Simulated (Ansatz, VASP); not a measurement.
## InP in two plane-wave programs

One calculation is typed for both programs; each brings its own data sets and cutoff. How far apart do they land? The cell is taken from a series of VASP runs on this material, whose earlier steps may have relaxed, scaled or displaced it; both programs get it as it stands.

Method: plane waves, with VASP 6.6.1 beside it; band structure at r2SCAN, single point at r2SCAN and band structure at r2SCAN, spin-orbit coupling, in Ansatz 0.2.0.

## Step 1: Set-up

Symmetry: F-43m, No. 216, cubic system. Conventional cell: a = 5.904 Å, b = 5.904 Å, c = 5.904 Å, α = 90.00°, β = 90.00°, γ = 90.00°. In has 4 P at 2.56 Å nearest. P has 4 In at 2.56 Å nearest. Farther neighbours are not listed.

Structure file:

```xyz
2
Lattice="0.0000 2.9519 2.9519 2.9519 0.0000 2.9519 2.9519 2.9519 0.0000" Properties=species:S:1:pos:R:3 pbc="T T T"
In    0.0000    0.0000    0.0000
P     1.4759    1.4759    1.4759
```

## Step 2: VASP: band structure, r2SCAN

The same path points are solved in both programs, so levels can be compared one by one.

Lines of VASP's logs that name or quote its potential files are left out, and so is its time.

INCAR

```
SYSTEM = InP
PREC = Accurate
ENCUT = 400
EDIFF = 1E-06
NELM = 100
ISMEAR = 0
SIGMA = 0.05
LREAL = .FALSE.
ALGO = Normal
METAGGA = R2SCAN
LASPH = .TRUE.
NBANDS = 21
LORBIT = 11
LWAVE = .FALSE.
LCHARG = .FALSE.
KPAR = 2
```

POSCAR

```
InP
1.0
    0.0000000000      2.9518881636      2.9518881636
    2.9518881636      0.0000000000      2.9518881636
    2.9518881636      2.9518881636      0.0000000000
In P
1 1
Direct
    0.0000000000      0.0000000000      0.0000000000
    0.2500000000      0.2500000000      0.2500000000
```

KPOINTS

```
Automatic mesh
0
Gamma
7 7 7
0 0 0
```

KPOINTS_OPT

```
Line mode
16
Line-mode
Reciprocal
  0.00000000   0.00000000   0.00000000 GAMMA
  0.50000000   0.00000000   0.50000000 X

  0.50000000   0.00000000   0.50000000 X
  0.50000000   0.25000000   0.75000000 W

  0.50000000   0.25000000   0.75000000 W
  0.37500000   0.37500000   0.75000000 K

  0.37500000   0.37500000   0.75000000 K
  0.00000000   0.00000000   0.00000000 GAMMA

  0.00000000   0.00000000   0.00000000 GAMMA
  0.50000000   0.50000000   0.50000000 L

  0.50000000   0.50000000   0.50000000 L
  0.62500000   0.25000000   0.62500000 U

  0.62500000   0.25000000   0.62500000 U
  0.50000000   0.25000000   0.75000000 W

  0.50000000   0.25000000   0.75000000 W
  0.50000000   0.50000000   0.50000000 L

  0.50000000   0.50000000   0.50000000 L
  0.37500000   0.37500000   0.75000000 K

  0.62500000   0.25000000   0.62500000 U
  0.50000000   0.00000000   0.50000000 X
```

The projector-augmented-wave data sets are In_d and P (PBE family, release 64).

The run is started by

```
mpirun -np 2 vasp_std
```

Numbers of over 12 decimals in the logs are rounded to 6 here.

What it wrote:

```text
[banner, memory and clock lines left out]
running    2 mpi-ranks, on    1 nodes
 distrk:  each k-point on    1 cores,    2 groups
 distr:  one band on    1 cores,    1 groups

 POSCAR found type information on POSCAR InP
 POSCAR found :  2 types and       2 ions
|                                                                             |
|               ----> ADVICE to this user running VASP <----                  |
|                                                                             |
|     You enforced a specific xc type in the INCAR file but a different       |
|     [... a line on the potential file left out ...]
|     I HOPE YOU KNOW WHAT YOU ARE DOING!                                     |
|                                                                             |

 LDA part: xc-table for (None), standard interpolation
 POSCAR, INCAR and KPOINTS ok, starting setup
 FFT: planning ... GRIDC
 FFT: planning ... GRID_SOFT
 FFT: planning ... GRID
 WAVECAR not read
 entering main loop
       N       E                     dE             d eps       ncg     rms          rms(c)
DAV:   1     0.951386301201E+02    0.95139E+02   -0.69588E+03   863   0.801E+02
DAV:   2    -0.252278621899E+02   -0.12037E+03   -0.11196E+03   890   0.253E+02
DAV:   3    -0.355787935790E+02   -0.10351E+02   -0.10249E+02  1001   0.708E+01
DAV:   4    -0.358816769908E+02   -0.30288E+00   -0.30258E+00   998   0.117E+01
DAV:   5    -0.358997853535E+02   -0.18108E-01   -0.18106E-01  1262   0.262E+00    0.729E+00
DAV:   6    -0.322986742812E+02    0.36011E+01   -0.13647E+00  1070   0.213E+01    0.381E+00
DAV:   7    -0.322833652663E+02    0.15309E-01   -0.23352E-01   980   0.296E+00    0.248E+00
DAV:   8    -0.322922046918E+02   -0.88394E-02   -0.14504E-02  1143   0.856E-01    0.113E+00
DAV:   9    -0.322938028374E+02   -0.15981E-02   -0.18717E-03   918   0.275E-01    0.126E-01
DAV:  10    -0.322938297507E+02   -0.26913E-04   -0.31555E-04  1153   0.151E-01    0.147E-01
DAV:  11    -0.322938646736E+02   -0.34923E-04   -0.32016E-05  1046   0.397E-02    0.652E-02
DAV:  12    -0.322938602880E+02    0.43856E-05   -0.30103E-05   988   0.606E-02    0.502E-02
DAV:  13    -0.322938602267E+02    0.61315E-07   -0.17193E-06  1021   0.802E-03
   1 F= -.32293860E+02 E0= -.32293860E+02  d E =-.198049E-12
 Start KPOINTS_OPT (optional k-point list driver)
k-point batch [1-20\160]
       N       E                     dE             ncg
DAV:   1     0.795312861453E+03   -0.55745E+04      863
DAV:   2    -0.165742217977E+04   -0.24527E+04      890
DAV:   3    -0.187272653484E+04   -0.21530E+03      990
DAV:   4    -0.187902917726E+04   -0.63026E+01     1058
DAV:   5    -0.187934838104E+04   -0.31920E+00     1252
DAV:   6    -0.187935296714E+04   -0.45861E-02     1075
DAV:   7    -0.187935317127E+04   -0.20413E-03     1281
DAV:   8    -0.187935317317E+04   -0.19006E-05      936
DAV:   9    -0.187935317326E+04   -0.90247E-07      671
[...]
k-point batch [141-160\160]
       N       E                     dE             ncg
DAV:   1     0.588338623813E+03   -0.10626E+05      897
DAV:   2    -0.178502655994E+04   -0.23734E+04      881
DAV:   3    -0.199200576657E+04   -0.20698E+03     1058
DAV:   4    -0.199778648921E+04   -0.57807E+01     1027
DAV:   5    -0.199806269160E+04   -0.27620E+00     1281
DAV:   6    -0.199806592186E+04   -0.32303E-02     1046
DAV:   7    -0.199806608033E+04   -0.15847E-03     1285
DAV:   8    -0.199806608160E+04   -0.12704E-05      847
DAV:   9    -0.199806608171E+04   -0.10979E-06      660
```

OUTCAR, selected parts (step 2):

```text
ion  position               nearest neighbor table
   1  0.000  0.000  0.000-   2 2.56   2 2.56   2 2.56   2 2.56
   2  0.250  0.250  0.250-   1 2.56   1 2.56   1 2.56   1 2.56

  LATTYP: Found a face centered cubic cell.
 ALAT       =     5.9037763272

 Subroutine GETGRP returns: Found 24 space group operations
 (whereof 24 operations were pure point group operations)

The static configuration has the point symmetry T_d .

 Found     20 irreducible k-points:

   k-points           NKPTS =     20   k-points in BZ     NKDIM =     20   number of bands    NBANDS=     21

   dimension x,y,z NGX =    28 NGY =   28 NGZ =   28
   dimension x,y,z NGXF=    56 NGYF=   56 NGZF=   56

   ENCUT  =  400.0 eV  29.40 Ry    5.42 a.u.   6.81  6.81  6.81*2*pi/ulx,y,z

   NELECT =      18.0000    total number of electrons

 k-points in reciprocal lattice and weights: Automatic mesh
   0.00000000  0.00000000  0.00000000       0.003
   0.14285714  0.00000000  0.00000000       0.023
   0.28571429  0.00000000  0.00000000       0.023
   0.42857143  0.00000000  0.00000000       0.023
   0.14285714  0.14285714  0.00000000       0.017
   0.28571429  0.14285714  0.00000000       0.070
   0.42857143  0.14285714  0.00000000       0.070
  -0.42857143  0.14285714  0.00000000       0.070
  -0.28571429  0.14285714  0.00000000       0.070
[...]
-0.42857143  0.42857143  0.14285714       0.070
  -0.28571429  0.42857143  0.14285714       0.070

 average (electrostatic) potential at core
       1-101.4425       2 -85.9542

 E-fermi :   5.0048

 k-point     1 :       0.0000    0.0000    0.0000
  band No.  band energies     occupation
    ...
      5      -9.6737      2.00000
      6      -7.0726      2.00000
      7       4.7760      2.00000
      8       4.7760      2.00000
      9       4.7760      2.00000
     10       5.8166      0.00000
     11       9.2149      0.00000
     12       9.2149      0.00000
     13       9.2149      0.00000
     14      13.7853      0.00000
    ...

 k-point     2 :       0.1429    0.0000    0.0000
  band No.  band energies     occupation
    ...
      5      -9.6733      2.00000
      6      -6.8361      2.00000
      7       2.9987      2.00000
      8       4.5427      2.00000
      9       4.5427      2.00000
     10       6.8106      0.00000
     11       9.4520      0.00000
     12       9.5657      0.00000
     13       9.5657      0.00000
     14      13.9253      0.00000
    ...

 k-point     3 :       0.2857    0.0000    0.0000
  band No.  band energies     occupation
    ...
      5      -9.6696      2.00000
      6      -6.1979      2.00000
      7       0.8179      2.00000
      8       4.1174      2.00000
      9       4.1174      2.00000
     10       6.8288      0.00000
     11       9.9790      0.00000
     12       9.9790      0.00000
     13      10.8931      0.00000
     14      13.9660      0.00000
    ...

  Total        0.0114712      0.0114712      0.0114712     -0.0000000     -0.0000000      0.0000000
  in kB        0.3572634      0.3572634      0.3572634     -0.0000000     -0.0000000      0.0000000
  external PRESSURE =       0.3572634 kB  Pullay stress =       0.0000000 kB

  energy-cutoff  :      400.00
  volume of cell :       51.44
      direct lattice vectors                 reciprocal lattice vectors
     0.000000000  2.951888164  2.951888164    -0.169383111  0.169383111  0.169383111
     2.951888164  0.000000000  2.951888164     0.169383111 -0.169383111  0.169383111
     2.951888164  2.951888164  0.000000000     0.169383111  0.169383111 -0.169383111

 POSITION                                       TOTAL-FORCE (eV/Angst)
 -----------------------------------------------------------------------------------
      0.00000      0.00000      0.00000         0.000000      0.000000      0.000000
      1.47594      1.47594      1.47594        -0.000000     -0.000000     -0.000000
 -----------------------------------------------------------------------------------
    total drift:                                0.000003      0.000003      0.000003

  FREE ENERGIE OF THE ION-ELECTRON SYSTEM (eV)
  ---------------------------------------------------
  free  energy   TOTEN  =       -32.2938602267 eV

  energy  without entropy=      -32.2938602267  energy(sigma->0) =      -32.29386023

 total charge
# of ion       s       p       d       tot
------------------------------------------
    1        0.815   0.782   9.900  11.497
    2        1.018   1.505   0.000   2.523
--------------------------------------------------
tot          1.833   2.287   9.900  14.021

[... 3 further parts left out ...]
```

The run ends at a pressure of 0.04 GPa.

## Step 3: Ansatz: band structure, r2SCAN

Ansatz runs on its default PAW (the set named soft_2) files.

The same cell, functional, mesh and smearing now go to Ansatz, which takes its cutoff from its data sets.

input.yaml

```yaml
crystal:
  lattice:
    - [0.0, 2.9518881636, 2.9518881636]
    - [2.9518881636, 0.0, 2.9518881636]
    - [2.9518881636, 2.9518881636, 0.0]
  atoms:
    - { symbol: In, position: [0.0, 0.0, 0.0] }
    - { symbol: P, position: [0.25, 0.25, 0.25] }
hamiltonian:
  xc: r2scan
  pseudopotentials: { kind: paw }
kpoints:
  mp_grid: { grid: [7, 7, 7] }
  band_path:
    path:
      - [0.0, 0.0, 0.0]
      - [0.16667, 0.0, 0.16667]
      - [0.33333, 0.0, 0.33333]
      - [0.5, 0.0, 0.5]
      - [0.5, 0.08333, 0.58333]
      - [0.5, 0.18333, 0.68333]
      - [0.5, 0.25, 0.75]
      - [0.45, 0.3, 0.75]
      - [0.40833, 0.34167, 0.75]
      - [0.35, 0.35, 0.7]
      - [0.225, 0.225, 0.45]
      - [0.075, 0.075, 0.15]
      - [0.03333, 0.03333, 0.03333]
      - [0.23333, 0.23333, 0.23333]
      - [0.4, 0.4, 0.4]
      - [0.51667, 0.46667, 0.51667]
      - [0.55833, 0.38333, 0.55833]
      - [0.60833, 0.28333, 0.60833]
      - [0.60833, 0.25, 0.64167]
      - [0.55833, 0.25, 0.69167]
      - [0.51667, 0.25, 0.73333]
      - [0.5, 0.3, 0.7]
      - [0.5, 0.38333, 0.61667]
      - [0.5, 0.48333, 0.51667]
      - [0.475, 0.475, 0.55]
      - [0.425, 0.425, 0.65]
      - [0.38333, 0.38333, 0.73333]
      - [0.59167, 0.18333, 0.59167]
      - [0.55, 0.1, 0.55]
      - [0.5, 0.0, 0.5]
    npoints: 1
scf:
  occupations: { method: gaussian, width: 0.05 }
  n_extra_bands: 7
output:
  forces: true
  stress: true
  eigenvalues: true
```

The run is started by

```
ansatz run input.yaml --threads 2 --pin off --max-ram 4608MiB --backend cpu --events-out ev --progress --plain --runs-dir out
```

What it wrote:

```text
scf.n_extra_bands = 7 over 9 filled bands (N_el = 18.0): the run solves 16 bands
Engine: ansatz 0.2.0, aarch64-unknown-linux-gnu
Pseudopotentials: kind: paw
Pseudopotential: In, paw, valence charge 13, recommended cutoff 500 eV (meta_gga), In.paw.azcp
Pseudopotential: P, paw, valence charge 5, recommended cutoff 500 eV (meta_gga), P.paw.azcp
Functional definition: r2SCAN
  parameter k0 = 0.174
  parameter k1 = 0.065
  parameter a1 = 4.9479
  exchange = r2scan_x(k0 = k0, k1 = k1, a1 = a1)
  correlation = r2scan_c
Crystal: 2 atoms, lattice volume = 51.443 Å³
Basis set: ecut = 500 eV, 1291 PW (Γ), exchange–correlation on 128×128×128 points (64 copies of the dense FFT grid, shifted against one another)
Bands: 16, of which v1, the nominal top of the filled ones, is band 9 counted from 1 (8 counted from 0)
Symmetry: 24 space group operations
Space group: F-43m (ITA 216), of the structure as read, at distance tolerance 3.7e-5 Å
k-points: 20 of 343 (time reversal used)
Non-local potential: In, projectors of the file, l = 0: 2, l = 1: 2, l = 2: 2, l = 3: 2
Non-local potential: P, projectors of the file, l = 0: 2, l = 1: 2, l = 2: 2
PAW form: soft (Blöchl's): semilocal exchange-correlation on the pseudo side does not see the compensation charge
PAW frozen core: In, regenerated for the run's functional (the file was generated under x = pbe(κ = 0.804, μ = 0.219515), c = pbe(β = 0.066725))
PAW frozen core: P, regenerated for the run's functional (the file was generated under x = pbe(κ = 0.804, μ = 0.219515), c = pbe(β = 0.066725))
PAW one-centre angular grid: In, 590 points (default); XC on 289 of its mesh's 2783 points in the sphere
PAW one-centre angular grid: P, 302 points (default); XC on 160 Gauss nodes
Initial density: superposition of atomic densities (neutral atoms: chi_scale 0, normalization atom), corrected by the library's trained network
Initial wavefunctions: pseudopotential atomic-orbital guess
Functional: x = r2scan, c = r2scan; τ floored in thin density (d = 2e-4 eV/Å³)
SCF iter   1: F=—  HF=-6371.728471 eV  |F-HF|=—  |Δ(HF+E_count)|=         —  Δρ=6.93e-3  dr2=1.86e-2  dr2_τ=1.04e-2  ethr=1.77e-3  ⟨swp⟩=6.0  Hψ=2085  notcnv=0  defer=2
preconditioner: auto → none  [insulator: Δε(μ)=0.978 eV  Ē_g=17.793 eV  σ=0.050 eV  W_gap=1.00  n_scr=14 (ndim 8)  ℏωp=22.0 eV  f_vac=0.023  D(μ)=0.00/eV (n_scr^D=0)  ε∞_Penn≈2.5]
SCF iter   2: F=—  HF=-6371.735575 eV  |F-HF|=—  |Δ(HF+E_count)|=   7.10e-3  Δρ=1.81e-3  dr2=2.02e-3  dr2_τ=1.15e-4  ethr=1.04e-4  ⟨swp⟩=2.2  Hψ=756  notcnv=0  defer=48
SCF iter   3: F=—  HF=-6371.735536 eV  |F-HF|=—  |Δ(HF+E_count)|=   3.81e-5  Δρ=1.09e-3  dr2=3.67e-4  dr2_τ=1.04e-5  ethr=1.12e-5  ⟨swp⟩=3.0  Hψ=450  notcnv=0  defer=48
SCF iter   4: F=—  HF=-6371.735631 eV  |F-HF|=—  |Δ(HF+E_count)|=   9.45e-5  Δρ=4.02e-4  dr2=5.01e-5  dr2_τ=8.74e-7  ethr=2.04e-6  ⟨swp⟩=1.6  Hψ=306  notcnv=0  defer=48
SCF iter   5: F=—  HF=-6371.735637 eV  |F-HF|=—  |Δ(HF+E_count)|=   6.12e-6  Δρ=6.80e-5  dr2=1.41e-6  dr2_τ=3.65e-8  ethr=2.78e-7  ⟨swp⟩=2.1  Hψ=418  notcnv=0  defer=48
SCF iter   6: F=-6371.735637 eV  HF=-6371.735637 eV  |F-HF|=9.02e-9  |Δ(HF+E_count)|=   3.71e-7  Δρ=1.21e-5  dr2=4.79e-8  dr2_τ=1.33e-9  ethr=5.56e-10  ⟨swp⟩=9.1  Hψ=1930  notcnv=0
SCF 1 converged in 6 iterations: F = -6371.735637 eV  dr2 = 4.79e-8
  greatest PAW one-centre occupation: 0.981 electrons in one spin orbital (limit 2), on the In atom at site 0 (counted from 0), in its partial waves of l = 2
NSCF: frozen V_eff on 30 k-points
SCF converged after 6 iterations
Free energy (F): -6371.735637 eV
Harris-Foulkes:  -6371.735637 eV  (|F-HF|=9.02e-9)
Internal energy: -6371.735637 eV  (E = F + TS)
E sigma→0 (E₀):  -6371.735637 eV
Fermi energy:    7.064233 eV
--- Per-component energies (eV) ---
  E_band       = -65.700480
  E_kinetic    = 312.728066
  E_local      = -1412.849842  (includes V_loc(G=0)·N_el)
  E_nonlocal   = 401.520201
  E_hartree    = 558.029841
  E_xc         = -258.781367
  E_vxc        = -170.931735  (∫ρ·V_xc dr)
  E_paw        = -4761.393711  (= ΣΔE_a)
  E_vpaw       = -322.433745  (= ΣTr[D̂ρ^β])
  E_aug_tail   = 0.000008  (compensation charges beyond the density's cutoff)
  E_vtau       = 10.211512  (kinetic-family band-sum trace: ∫τ·v_τ [+ j·A + Jᵃ·Aᵃ] dr)
  E_ewald      = -1211.863538
  E_core_change = 0.874704  (= ΣΔE_core)
  E_smearing   = -0.000000  (= −TS)
  E_closure    = -0.000000  (closes the sum)
  Σ components = -6371.735637   (vs F -6371.735637, Δ=0.00e0)
--- Forces (eV/Å), atoms counted from 1 ---
  atom   1  In     0.00000000    -0.00000000    -0.00000000
  atom   2  P     -0.00000000     0.00000000    -0.00000000
  max |Σ_I F_I| component: 6.01e-17 eV/Å
--- Stress (GPa, compression-positive) ---
        0.103372       0.000000      -0.000000
       -0.000000       0.103372       0.000000
       -0.000000       0.000000       0.103372
  P = ⅓ Tr σ = 0.1034 GPa (1.034 kbar)
--- Band table (eV; the first three rows and the last of 20) ---
  k-point 0: bands = [... 5 lower, -5.3027, 6.5444, 6.5444, 6.5444, 7.5815, 10.9696, 10.9696, 10.9696, ... 3 higher]
  k-point 1: bands = [... 5 lower, -5.0671, 4.7665, 6.3111, 6.3111, 8.5738, 11.2120, 11.3197, 11.3197, ... 3 higher]
  k-point 2: bands = [... 5 lower, -4.4306, 2.5863, 5.8859, 5.8859, 8.5907, 11.7323, 11.7323, 12.6567, ... 3 higher]
  k-point 19: bands = [... 5 lower, -2.9199, 0.9576, 3.2889, 4.1872, 10.2610, 11.5564, 12.8222, 13.7232, ... 3 higher]
```

The job ended after 7.2 s (2 threads of Arm Neoverse N1, shared host; peak memory 0.42 GiB).

Reading the cycles: dr2 is the Hartree energy of the density residual (eV), the measure of convergence; HF is the Harris–Foulkes estimate of the energy, which meets the free energy F at convergence.

## Step 4: Side by side

Known differences besides the potentials themselves: VASP keeps PBE cores, Ansatz makes them for the functional; the cutoff is 500 eV in Ansatz and 400 eV in VASP. Total energies have different zeros and are not compared.

The two programs side by side:

| quantity | Ansatz | VASP | difference |
| --- | --- | --- | --- |
| pressure (GPa) | 0.10 | 0.04 | +0.07 |
| gap over the path points (eV) | 1.037 | 1.041 | -0.004 |

Levels at points of the path, from each program's valence-band top (eV; 3 filled, then empty):

| k (reciprocal lattice) | Ansatz | VASP |
| --- | --- | --- |
| 0.000 0.000 0.000 | 0.00 0.00 0.00 1.04 4.42 4.42 | 0.00 0.00 0.00 1.04 4.44 4.44 |
| 0.167 0.000 0.167 | -2.11 -0.81 -0.81 2.93 3.45 5.65 | -2.11 -0.81 -0.81 2.94 3.46 5.66 |
| 0.333 0.000 0.333 | -4.47 -1.91 -1.91 2.34 3.14 8.03 | -4.47 -1.91 -1.91 2.34 3.15 8.05 |
| 0.500 0.000 0.500 | -5.78 -2.34 -2.34 2.04 2.54 9.73 | -5.78 -2.34 -2.34 2.04 2.55 9.74 |
| 0.500 0.083 0.583 | -5.74 -2.51 -2.50 2.48 2.94 8.85 | -5.75 -2.51 -2.50 2.48 2.95 8.86 |
| 0.500 0.183 0.683 | -5.65 -2.87 -2.82 3.82 4.13 6.87 | -5.65 -2.87 -2.82 3.83 4.15 6.88 |
| 0.500 0.250 0.750 | -5.62 -2.97 -2.90 4.57 4.69 5.98 | -5.62 -2.97 -2.90 4.58 4.71 5.99 |
| 0.450 0.300 0.750 | -5.62 -3.17 -2.50 3.70 4.73 6.55 | -5.62 -3.17 -2.50 3.71 4.75 6.56 |
| 0.408 0.342 0.750 | -5.63 -3.28 -2.09 2.89 4.71 7.40 | -5.63 -3.28 -2.09 2.89 4.72 7.42 |
| 0.350 0.350 0.700 | -5.56 -3.39 -1.79 2.80 5.22 7.48 | -5.56 -3.39 -1.79 2.81 5.23 7.50 |

Among the levels compared at these points, filled levels agree within 2 meV and empty ones within 25 meV. Ansatz's pressure holds a Pulay correction of 0.01 GPa; VASP's holds none.

## Step 5: Other set-ups

Further runs change the set-up of one program: Ansatz's method, potentials or start, or VASP's data sets, cutoff or form of LDA. The table gives Ansatz less VASP for each quantity, since a change that brings one quantity closer may part another.

| run | pressure (GPa) | gap over the path points (eV) |
| --- | --- | --- |
| as above | 0.068 | -0.0035 |
| Ansatz's all-electron LAPW method | 0.060 | -0.0038 |

[end of part 1 of 2]

[Lines on the potential files, build, host, timing and source positions are cut from VASP's logs without a mark.]

[Logs are printed without paths, hosts, clocks, repeated set-up lines and the standing remarks that a program may print on its own settings, such as how far it seeks lower states.]

[Hosts, paths, dates, database ids (printed as entryN), source tags and the programs' standing remarks are cut or masked in the printed files.]
